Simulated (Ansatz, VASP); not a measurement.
One calculation of Ti, two programs

The input INCAR:

```
PREC = Accurate ; ENCUT = 520
EDIFF = 1E-6 ; ISMEAR = -1
SIGMA = 0.1 ; LREAL = F
LASPH = T ; NELM = 60
ALGO = Normal ; ISIF = 2
LWAVE = F ; LCHARG = F
GGA = PS ; NBANDS = 12
```

KPOINTS

```
Automatic mesh
0
Gamma
  22 22 22
```

Contents of POSCAR:

```
Ti
1.0
    0.0000000000      1.9736395079      1.9736395079
    1.9736395079      0.0000000000      1.9736395079
    1.9736395079      1.9736395079      0.0000000000
Ti
1
Direct
    0.0000000000      0.0000000000      0.0000000000
```

Input for Ansatz:

```yaml
crystal:
  lattice:
    - [0.0, 1.9736395079, 1.9736395079]
    - [1.9736395079, 0.0, 1.9736395079]
    - [1.9736395079, 1.9736395079, 0.0]
  atoms:
    - { symbol: Ti, position: [0.0, 0.0, 0.0] }
hamiltonian:
  xc: pbesol
  pseudopotentials:
    kind: paw
    azcp:
      Ti: "pseudopotentials/Ti.paw.azcp"
basis:
  ecutwfc: 420
  fft_grid_basis: typed
kpoints:
  mp_grid: { grid: [22, 22, 22], shift: [0, 0, 0] }
magnetization:
  spin_polarized: false
scf:
  occupations: { method: fermi_dirac, width: 0.1 }
output:
  stress: true
```

Alike in both runs: task single point; functional PBEsol; k mesh 22 × 22 × 22; occupations fermi-dirac, width 0.1 eV; no spin polarisation.

```csv
,VASP,Ansatz
version,VASP 6.6.1,Ansatz 0.2.0
potentials or method,"VASP PAW PBE potentials, release 64 (Ti_sv)","plane waves (420 eV) with PAW, scalar-relativistic"
plane-wave cutoff (eV),520,420
valence electrons in the cell,12,12
```

Ansatz gave:

* pressure (GPa): 11.0

**Question.** Which values does VASP return?

**Answer.** Pressure (GPa): 10.6.

Ansatz warned: «pseudo_functional_mismatch».

Caveats: the PAW data sets were made with another functional, which shifts forces and pressure a little (VASP).
